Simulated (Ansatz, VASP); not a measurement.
## Two plane-wave programs on Cd3Si4P8 (a cell with a defect)

```
CELL_PARAMETERS angstrom
2.86225 -2.86225 5.28981
2.86225 -2.86225 -5.28981
5.72449 5.72449 0.00000
ATOMIC_POSITIONS crystal
Cd 0.50215 0.99785 0.75000
Cd 0.49988 0.49855 0.48763
Cd 0.00145 0.00012 0.01237
Si 0.00716 0.00835 0.49876
Si 0.49165 0.49284 0.00124
Si 0.50434 0.99566 0.25000
Si 0.99682 0.50318 0.75000
P 0.61498 0.34635 0.22262
P 0.10226 0.85998 0.73217
P 0.60291 0.84596 0.02224
P 0.09692 0.36823 0.51348
P 0.15365 0.88502 0.27738
P 0.64002 0.39774 0.76783
P 0.65404 0.89709 0.47776
P 0.13177 0.40308 0.98652
```

Change from the starting cell: Cd vacancy, atoms relaxed.

Alike in both runs: functional PBE; k mesh 4 × 4 × 4; occupations gaussian, width 0.05 eV; no spin polarisation.

Ansatz relaxed the structure, and its values are those at the end. VASP's run is a single point on that final structure, the one shown.

```csv
,VASP,Ansatz
version,VASP 6.6.1,Ansatz 0.2.0
potentials or method,"VASP PAW PBE potentials, release 64 (Cd, Si, P)","scalar-relativistic, plane waves, PAW"
plane-wave cutoff (eV),520,420
valence electrons in the cell,92,116
```

Ansatz gave:

```
gap on the k mesh at the Fermi level (eV) : none
pressure (GPa)                            : -2.0
rms of the force components (eV/Å)        : 0.005
```

Q: What did VASP give for the same quantities?

A: gap on the k mesh at the Fermi level (eV): none; pressure (GPa): -1.9; rms of the force components (eV/Å): 0.016.

A gap of «none» marks a metal or a gap that the smearing closes. The two sets of potentials don't hold the same shells in valence. Ansatz warned: «stress_scf_threshold_loose».
